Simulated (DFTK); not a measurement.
# KF under changes of volume

One of the cells (17.306 Å³/atom); the others are scaled copies at fixed shape and fractional positions:

```
CELL_PARAMETERS angstrom
3.25895 0.00000 0.00000
0.00000 3.25895 0.00000
0.00000 0.00000 3.25895
ATOMIC_POSITIONS crystal
K 0.00000 0.00000 0.00000
F 0.50000 0.50000 0.50000
```

The cell comes from a database or a generator and needn't be the stable form of this composition.

- Program: DFTK 0.8.2
- Functional: PBE
- Potentials or basis: dojo.nc.sr.pbe.v0_4_1.standard.upf (PBE)
- Cutoff: 1143 eV
- k mesh: 8 × 8 × 8
- Occupations: fermi-dirac, width 0.05 eV
- Spin: no spin polarisation

```tsv
volume (Å³/atom)	energy over the lowest point (meV/atom)	pressure (GPa)	gap on the mesh (eV)
16.268	?	?	?
16.614	2.63	1.4	6.58
16.960	0.52	0.6	6.43
17.306	0.00	-0.1	6.29
17.652	0.88	-0.7	6.15
17.999	3.02	-1.3	6.03
18.345	6.27	-1.8	5.90
```

Task: What does the run at 16.268 Å³/atom give?

Result: Energy over the lowest point 6.51 meV/atom; pressure 2.2 GPa; gap on the mesh 6.73 eV.

Worked out: A Birch-Murnaghan fit of order 3 (a polynomial in V^(-2/3)) to the other rows has its minimum at 17.26 Å³/atom with B0 = V·E''(V) = 33 GPa and B' = 4.9. It gives 6.52 meV/atom at 16.268 Å³/atom, against the run's 6.51, and -dE/dV = 2.2 GPa, against 2.2. A straight line through the other rows of the gap, of slope -6.83 eV per unit of ln V, extrapolates to 6.72 eV, against the run's 6.73.

Energies are extrapolated to zero smearing.

A mesh can miss the band edges.
